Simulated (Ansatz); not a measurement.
Crystal: Be2C.

```
C Be
1.0
     0.00000    2.16500    2.16500
     2.16500    0.00000    2.16500
     2.16500    2.16500    0.00000
C Be
1 2
Cartesian
  0.0000 0.0000 0.0000
  3.2475 3.2475 3.2475
  1.0825 1.0825 1.0825
```

Below is the output of Ansatz 0.2.0 for this cell. Logs are shortened: lines on timing, memory, paths and dates and some standing lists are left out, and cuts for length are marked.

```text
Warning: RAYON_NUM_THREADS=2 ignored (pool sized by the plan → 2); use --threads N
C: projections on atomic orbitals take those of the free atom 1s2 2s2 2p2, of charge +0.00 (hamiltonian.pseudopotentials.projection_atoms)
Be: projections on atomic orbitals take those of the free atom 1s2 2s2, of charge +0.00 (hamiltonian.pseudopotentials.projection_atoms)
LAPW: plane waves up to 8.673 Å⁻¹, error target 1.0e-3 eV per atom; small_component_spin mean_spin; Be in spheres of 0.871 Å, 4 of its electrons in bands, Dirac shells []; C in spheres of 1.004 Å, 6 of its electrons in bands, Dirac shells [] (how accurate: hamiltonian.pseudopotentials.lapw.basis_error, Limitations)
Engine: ansatz 0.2.0, x86_64-unknown-linux-gnu
Pseudopotentials: kind: all_electron
Pseudopotential: C, LAPW, valence charge 6, lapw/all_electron/scalar/gaussian/C, Koelling and Harmon's equation, gaussian nucleus
Pseudopotential: Be, LAPW, valence charge 4, lapw/all_electron/scalar/gaussian/Be, Koelling and Harmon's equation, gaussian nucleus
Functional definition: PBEsol
  exchange = pbesol_x
  correlation = pbesol_c
Crystal: 3 atoms, lattice volume = 20.296 Å³
Basis set: ecut = 286.60634344952547 eV, 229 PW (Γ), exchange–correlation at level 2
Bands: 11, of which v1, the nominal top of the filled ones, is band 7 counted from 1 (6 counted from 0)
Symmetry: 48 space group operations
Space group: Fm-3m (ITA 225), of the structure as read, at distance tolerance 2.7e-5 Å
k-points: 56 of 1331
Non-local potential: C, projectors of the file, none
Non-local potential: Be, projectors of the file, none
Initial density: superposition of atomic densities (chi_scale 0.1, normalization cell, long waves kept (reshape's long-wave potential 0.00 eV rms))
Initial wavefunctions: plane waves of lowest kinetic energy (no species holds an atomic orbital)
Functional: x = pbesol(κ = 0.804, μ = 0.12345679012345678), c = pbesol(β = 0.046)
iter 1 solved again at ethr=1.75e-2 eV; its pass at ethr=1.00e-1 eV (dr2=2.45e0 eV) is discarded
SCF iter   1: F=—  HF=-1833.463644 eV  |F-HF|=—  |Δ(HF+E_count)|=         —  Δρ=9.82e-2  dr2=2.45e0  ethr=1.75e-2  ⟨swp⟩=2.0  Hψ=4660  notcnv=0
preconditioner: auto → none  [insulator: Δε(μ)=2.719 eV  Ē_g=14.432 eV  σ=0.050 eV  W_gap=1.00  n_scr=8 (ndim 8)  ℏωp=23.3 eV  f_vac=0.000  D(μ)=0.00/eV (n_scr^D=0)  ε∞_Penn≈3.6]
iter 2 solved again at ethr=5.43e-4 eV; its pass at ethr=1.75e-2 eV (dr2=7.60e-2 eV) is discarded
SCF iter   2: F=—  HF=-1832.477092 eV  |F-HF|=—  |Δ(HF+E_count)|=   9.87e-1  Δρ=2.25e-2  dr2=7.60e-2  ethr=5.43e-4  ⟨swp⟩=2.2  Hψ=3303  notcnv=0
SCF iter   3: F=—  HF=-1832.412260 eV  |F-HF|=—  |Δ(HF+E_count)|=         —  Δρ=1.09e-2  dr2=2.53e-2  ethr=5.43e-4  ⟨swp⟩=2.3  Hψ=1867  notcnv=0
the basis was enlarged: its passes take 75.5 KiB over the memory plan, 2 of 2 planned eigensolver slots
SCF iter   4: F=—  HF=-1832.406273 eV  |F-HF|=—  |Δ(HF+E_count)|=   5.99e-3  Δρ=9.42e-4  dr2=2.07e-4  ethr=1.81e-4  ⟨swp⟩=2.0  Hψ=1793  notcnv=0
SCF iter   5: F=—  HF=-1832.406261 eV  |F-HF|=—  |Δ(HF+E_count)|=   1.27e-5  Δρ=8.33e-5  dr2=6.08e-7  ethr=1.48e-6  ⟨swp⟩=2.0  Hψ=1625  notcnv=0
SCF iter   6: F=-1832.406261 eV  HF=-1832.406261 eV  |F-HF|=4.49e-9  |Δ(HF+E_count)|=   5.67e-7  Δρ=6.92e-6  dr2=5.01e-9  ethr=4.34e-9  ⟨swp⟩=3.0  Hψ=1782  notcnv=0
SCF 1 converged in 6 iterations: F = -1832.406261 eV  dr2 = 5.01e-9
SCF converged after 6 iterations
Free energy (F): -1832.406261 eV
Harris-Foulkes:  -1832.406261 eV  (|F-HF|=4.49e-9)
Internal energy: -1832.406261 eV  (E = F + TS)
E sigma→0 (E₀):  -1832.406261 eV
Entropy (-TS):   -0.000000 eV (-0.000 meV/atom)
Fermi energy:    10.577261 eV
--- Per-component energies (eV) ---
  E_band       = -832.957636
  E_kinetic    = 1821.285835
  E_xc         = -297.754430
  E_electrostatic = -3355.937665  (all electrons and nuclei)
  E_smearing   = -0.000000  (= −TS)
  E_closure    = 0.000000  (closes the sum)
  E_atoms      = -1814.012060  (free atoms, spherical and without spin; not in F)
  Σ components = -1832.406261   (vs F -1832.406261, Δ=0.00e0)
  Basis errors (estimates in eV, not in F): energy 4.8e-4 per atom: plane waves 4.7e-4 (2.7e-4 summed), levels above the bands 1.1e-74, relativity 8.4e-9, radial functions 1.4e-5, core shells 0.0e0; eigenvalues (radial functions only) 1.1e-5; not estimated: angular momenta, meshes, grids; target (lapw.basis_error) 1.0e-3; muffin-tin radii Be 0.871 Å, C 1.004 Å
--- Forces (eV/Å), atoms counted from 1 ---
  atom   1  C     -0.00000000     0.00000000    -0.00000000
  atom   2  Be    -0.00000000     0.00000000    -0.00000000
  atom   3  Be    -0.00000000    -0.00000000    -0.00000000
  max |Σ_I F_I| component: 2.43e-17 eV/Å
--- Stress (GPa, compression-positive) ---
       -2.865213       0.000000       0.000000
        0.000000      -2.865213      -0.000000
        0.000000      -0.000000      -2.865213
  P = ⅓ Tr σ = -2.8652 GPa (-28.652 kbar)
--- Band table (eV; the first three rows and the last of 56) ---
  k-point 0: bands = ["-253.2572", "-88.7642", "-88.7265", "-5.0086", "10.0085", "10.0085", "10.0085", "14.0978", "14.0978", "14.0978", "16.7125"]
  k-point 1: bands = ["-253.2572", "-88.7634", "-88.7272", "-4.8769", "8.8694", "9.7489", "9.7489", "14.4754", "14.4754", "14.8284", "17.0242"]
  k-point 2: bands = ["-253.2572", "-88.7611", "-88.7293", "-4.4856", "6.7758", "9.2213", "9.2213", "15.1766", "15.1766", "15.7064", "17.8748"]
  k-point 55: bands = ["-253.2572", "-88.7454", "-88.7442", "-1.1092", "3.3341", "3.9958", "4.7649", "15.3003", "18.1972", "19.3723", "20.0815"]
--- Löwdin populations: 3 sites ---
  site symbol       q [e]
     0      C      8.2554
     1     Be      2.5668
     2     Be      2.5668
  spilling = 0.043651 (of n_electrons = 14.000000)
```

Q: Write the input and the command behind it.

A: Single point with PBEsol, no spin polarisation. The files as run (others can give the same):

input.yaml
```yaml
crystal:
  lattice:
    - [0.0, 2.165, 2.165]
    - [2.165, 0.0, 2.165]
    - [2.165, 2.165, 0.0]
  atoms:
    - { symbol: C, position: [0.0, 0.0, 0.0] }
    - { symbol: Be, position: [0.75, 0.75, 0.75] }
    - { symbol: Be, position: [0.25, 0.25, 0.25] }
kpoints:
  mp_grid: { grid: [11, 11, 11] }
scf:
  occupations: { method: fermi_dirac, width: 0.05 }
hamiltonian:
  xc: pbesol
  pseudopotentials: { kind: all_electron, lapw: { basis_error: 0.001 } }
output:
  forces: true
  stress: true
  eigenvalues: true
  populations: true
```

Potentials or basis: all-electron LAPW, scalar-relativistic.
Command:
```bash
$ ansatz run input.yaml --threads 2 --pin off --max-ram 8192MiB --backend cpu --events-out ev --progress --plain --runs-dir out
```

Caveat: an odd mesh through Γ misses points on the zone boundary, where band edges often lie.
